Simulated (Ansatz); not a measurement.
**Pb under changes of volume**

One of the cells (30.914 Å³/atom); the others are scaled copies at fixed shape and fractional positions:

```
Pb
1.0
     3.52437    0.00000    0.00000
    -1.76218    3.05219    0.00000
     0.00000    0.00000   11.49524
Pb
4
Direct
  0.66667 0.33333 0.75000
  0.00000 0.00000 0.50000
  0.33333 0.66667 0.25000
  0.00000 0.00000 0.00000
```

This isn't the form of Pb at room conditions, which is fcc.

* Program: Ansatz 0.2.0
* Functional: PBEsol
* Potentials or basis: all-electron LAPW, scalar-relativistic
* Cutoff: 152 eV (chosen from the basis error)
* Basis error allowed: 0.001 eV/atom
* k mesh: 9 × 9 × 3
* Occupations: fermi-dirac, width 0.05 eV
* Spin: no spin polarisation

```tsv
volume (Å³/atom)	energy over the lowest point (meV/atom)	pressure (GPa)
29.059	3.38	1.5
29.677	0.00	0.3
30.295	0.66	-0.6
30.914	4.88	-1.5
31.532	12.26	-2.3
32.150	22.46	-3.0
32.769	?	?
```

Problem. What does the run at 32.769 Å³/atom give?

Solution. Energy over the lowest point 35.17 meV/atom; pressure -3.6 GPa.

Worked out: A Birch-Murnaghan fit of order 3 (a polynomial in V^(-2/3)) to the other rows has its minimum at 29.88 Å³/atom with B0 = V·E''(V) = 48 GPa and B' = 4.8 at fixed shape and positions, which overstates the stiffness. It gives 35.17 meV/atom at 32.769 Å³/atom, against the run's 35.17, and -dE/dV = -3.6 GPa, against -3.6.

Energies are extrapolated to zero smearing.
